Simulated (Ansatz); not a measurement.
Set up this calculation in Ansatz 0.2.0, as the native input.

- Task: band structure
- Functional: HSE06
- Potentials or basis: Ansatz PAW
- Cutoff: 420 eV (not typed: the program's choice for these potentials)
- k mesh: 6 × 6 × 6
- Occupations: fermi-dirac, width 0.05 eV
- Spin: no spin polarisation
- Path: [["G", "L", "B1"], ["B", "Z", "G", "X"], ["Q", "F", "P1", "Z"], ["L", "P"]]
- Points for each segment of the path: 4

Crystal: SnO2.

```
Sn O
1.0
     1.61709    0.93363    4.80059
    -1.61709    0.93363    4.80059
     0.00000   -1.86726    4.80059
Sn O
1 2
Direct
  0.50000 0.50000 0.50000
  0.76283 0.76283 0.76283
  0.23717 0.23717 0.23717
```

Measurements of this composition are mostly on another form, of space group No. 136.

One way to write it, as run:

input

```
crystal:
  lattice:
    - [1.6170930752, 0.9336291223, 4.800592584]
    - [-1.6170930752, 0.9336291223, 4.800592584]
    - [0.0, -1.8672582446, 4.800592584]
  atoms:
    - { symbol: Sn, position: [0.5, 0.5, 0.5] }
    - { symbol: O, position: [0.76283, 0.76283, 0.76283] }
    - { symbol: O, position: [0.23717, 0.23717, 0.23717] }
hamiltonian:
  xc: hse06
  pseudopotentials: { kind: paw }
kpoints:
  mp_grid: { grid: [6, 6, 6] }
  band_path:
    path:
      - [[0.0, 0.0, 0.0], [0.5, 0.0, 0.0], [0.5, 0.1918821804, -0.1918821804]]
      - [[0.8081178196, 0.5, 0.1918821804], [0.5, 0.5, 0.5], [0.0, 0.0, 0.0], [0.3459410902, 0.0, -0.3459410902]]
      - [[0.6540589098, 0.3459410902, 0.0], [0.5, 0.5, 0.0], [0.6540589098, 0.6540589098, 0.1918821804], [0.5, 0.5, 0.5]]
      - [[0.5, 0.0, 0.0], [0.8081178196, 0.3459410902, 0.3459410902]]
    npoints: 4
scf:
  occupations: { method: fermi_dirac, width: 0.05 }
  n_extra_bands: 7
output:
  forces: true
  stress: true
  eigenvalues: true
  fatbands: false
  write_density: true
  write_potential: true
  elf: true
  volumetric_format: npy
```

Results of the run:

* Pressure: -8.7 GPa
* Largest force: 0.888 eV/Å
* Band gap on the k mesh: 3.45 eV, indirect (least direct gap 3.56 eV)
* Band gap along the path: 3.45 eV, indirect (least direct gap 3.56 eV)

Caveat: the pressure holds a Pulay correction of +0.6 GPa for the finite cutoff; spin-orbit coupling is left out, which moves the levels of the heavy elements; the PAW data sets come from PBE, with cores solved anew for the run's functional, which leaves a small shift of forces and pressure; the thresholds are loose for stress.

Run time: 80 s on 1 × NVIDIA H100 80GB HBM3 with 2 threads of AMD EPYC 7R13 Processor (Zen 3) (shared host), peak memory 2.7 GiB.
